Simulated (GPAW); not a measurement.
Runs of GPAW 26.7.0 on CdS (Greenockite). It takes space group P6_3mc (No. 186, hexagonal). Conventional cell: a = 4.150 Å, b = 4.150 Å, c = 6.737 Å, α = 90.00°, β = 90.00°, γ = 120.00°. Cd (site symmetry 3m) has 4 S at 2.53 to 2.54 Å as nearest neighbours. Around S (site symmetry 3m) lie 4 Cd at 2.53 to 2.54 Å. 

| task | level | potentials or basis | cell | k mesh | cutoff (eV) | smearing | maxiter | optimizer | fmax | max steps | target pressure | gap on the mesh (eV) | pressure (GPa) | relaxed volume (Å³/atom) | largest force (eV/Å) |
| --- | --- | --- | --- | --- | --- | --- | --- | --- | --- | --- | --- | --- | --- | --- | --- |
| relaxation of cell and atoms | WC | PAW data sets generated in the run's folder for this functional, pw | relaxed to 5 GPa | 5 × 5 × 3 | 600 | fermi-dirac 0.05 eV | 150 | LBFGS | 0.05 eV/Å | 60 | 5 GPa | 1.19 | 4.9 | - | 0.03 |
| dielectric tensor | PBE | GPAW PAW data sets (gpaw-data 1.2.1), pw | as given | 6 × 6 × 3 | 450 | fermi-dirac 0.001 eV | 150 | - | - | - | - | 1.18 | - | - | - |
| dielectric tensor | PBEsol | PAW data sets generated in the run's folder for this functional, pw | as given | 6 × 6 × 3 | 450 | fermi-dirac 0.001 eV | 150 | - | - | - | - | 1.04 | - | - | - |
| relaxation of cell and atoms | RPBE+D3(BJ) | the program's PAW data sets (release 1.2.1) made for this functional, pw | relaxed | 5 × 5 × 3 | 600 | fermi-dirac 0.05 eV | 150 | BFGS | 0.05 eV/Å | 60 | - | 1.54 | 0.0 | 23.23 | 0.02 |
| relaxation of cell and atoms | PBEsol+D3(BJ) | PAW data sets generated in the run's folder for this functional, pw | relaxed | 5 × 5 × 3 | 600 | fermi-dirac 0.05 eV | 150 | BFGS | 0.02 eV/Å | 40 | - | 1.14 | 0.0 | (b) | - |
| relaxation of cell and atoms | PBE+D3 | GPAW PAW data sets (gpaw-data 1.2.1), pw | relaxed to -2 GPa | 5 × 5 × 3 | 600 | fermi-dirac 0.05 eV | 150 | BFGS | 0.02 eV/Å | 40 | -2 GPa | 1.10 | -2.0 | - | 0.01 |
| relaxation of cell and atoms | PBEsol+D3 | PAW data sets generated in the run's folder for this functional, pw | relaxed | 5 × 5 × 3 | 600 | fermi-dirac 0.05 eV | 150 | LBFGS | 0.05 eV/Å | 60 | - | 1.14 | -0.1 | 23.97 | 0.02 |
| single point | PBE | GPAW PAW data sets (gpaw-data 1.2.1), pw | as given | 6 × 6 × 3 | 450 | fermi-dirac 0.05 eV | 120 | - | - | - | - | 1.18 | (a) | - | 0.07 |

Alike in all rows: no spin polarisation.

Task: Fill in the values left out.

Result: (a) 1.0; (b) 23.94.

Caveats: later steps reuse the first step's grids (some runs); the long-wavelength limit can be off by several per cent where d states take part (some runs); an odd mesh through Γ misses points on the zone boundary, where band edges often lie (some runs); the cutoff is short for stress and forces, so pressures can be off by a GPa or more (some runs).

A k mesh can miss the band edges, and the runs leave out spin-orbit coupling on Cd.
